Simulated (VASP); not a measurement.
Fe: density of states with LDA+U

Fe, a sheet with vacuum:

```xyz
1
Lattice="2.3112 0.0000 0.0000 0.0000 2.3112 0.0000 0.0000 0.0000 23.8000" Properties=species:S:1:pos:R:3 pbc="T T T"
Fe    0.0000    0.0000    7.0001
```

The cell was built by a generator and needn't be a form met in nature.

```json
{
 "Program": "VASP 6.6.1",
 "Task": "density of states",
 "Functional": "LDA",
 "Potentials or basis": "VASP PAW LDA potentials, release 64 (Fe)",
 "Cutoff": "520 eV",
 "k mesh": "8 × 8 × 1",
 "Occupations": "fermi-dirac, width 0.05 eV",
 "Spin": "collinear spin, ferromagnetic start",
 "Starting moments": "[3.0] μB",
 "Hubbard terms": "Fe d U = 4 eV",
 "Dipole correction": "yes",
 "k mesh for the DOS": "12 × 12 × 1",
 "Occupations for the DOS": "tetrahedron",
 "Further INCAR settings": "ALGO = Normal; EDIFF = 1e-06; NBANDS = 14"
}
```

```yaml
Net_moment: 3.19 μB per cell
Site_moments: Fe +3.11 μB
Valence_electrons_inside_the_program's_atomic_spheres: Fe 7.11
```

Levels at points of the mesh, in eV from the Fermi level:
Spin up:
```csv
k point,band 3,band 4,band 5,band 6,band 7,band 8
"(0.00, 0.00, 0.00)",-4.37,-3.12,-3.12,-2.28,-0.18,4.16
"(0.50, 0.00, 0.00)",-3.56,-3.55,-2.93,0.98,4.64,6.52
"(0.50, 0.50, 0.00)",-4.79,-3.62,-1.02,7.77,7.77,11.52
```
Spin down:
| k point | band 1 | band 2 | band 3 | band 4 | band 5 |
| --- | --- | --- | --- | --- | --- |
| (0.00, 0.00, 0.00) | -5.21 | -2.39 | 0.11 | 0.49 | 2.15 |
| (0.50, 0.00, 0.00) | -1.86 | -1.08 | 1.49 | 2.09 | 2.16 |
| (0.50, 0.50, 0.00) | -1.94 | 0.02 | 0.02 | 3.07 | 3.17 |

States per cell in windows of 1 eV (zero at the Fermi level; states under -8 eV left out):
```csv
from (eV),up,down,Fe1_d_up,Fe1_d_down,Fe1_p_up,Fe1_p_down,Fe1_s_up,Fe1_s_down
-8.0,0.00,0.00,0.00,0.00,0.00,0.00,0.00,0.00
-7.0,0.23,0.00,0.17,0.00,0.00,0.00,0.04,0.00
-6.0,1.18,0.01,1.06,0.00,0.03,0.00,0.04,0.01
-5.0,1.45,0.10,1.30,0.01,0.02,0.00,0.02,0.06
-4.0,1.88,0.13,1.66,0.02,0.03,0.01,0.07,0.06
-3.0,0.49,0.25,0.40,0.12,0.02,0.02,0.04,0.06
-2.0,0.20,0.75,0.11,0.54,0.02,0.05,0.03,0.06
-1.0,0.11,1.19,0.02,0.87,0.03,0.08,0.03,0.01
0.0,0.21,0.69,0.02,0.48,0.07,0.07,0.02,0.01
1.0,0.19,0.94,0.02,0.79,0.06,0.02,0.02,0.01
2.0,0.18,1.57,0.02,1.33,0.05,0.04,0.01,0.04
3.0,0.16,0.41,0.02,0.27,0.04,0.04,0.01,0.01
4.0,0.31,0.29,0.03,0.07,0.05,0.04,0.02,0.01
5.0,0.59,0.53,0.04,0.04,0.05,0.04,0.03,0.01
6.0,0.90,0.78,0.05,0.06,0.08,0.05,0.04,0.02
7.0,0.91,0.97,0.04,0.08,0.09,0.07,0.03,0.03
```

Eigenvalues of the final occupation matrices:
```tsv
site	spin	trace	eigenvalues
site 1 d	1	4.72	0.94 0.94 0.94 0.95 0.95
site 1 d	2	1.54	0.03 0.25 0.34 0.34 0.58
```

Run time: 99 s on 1 thread of Intel(R) Xeon(R) Platinum 8488C (Sapphire Rapids), with other jobs on the host, peak memory 0.23 GiB.

Caveat: the U is typed as a test and isn't derived for this compound. The state reached can hang on the start; a lower one may exist.
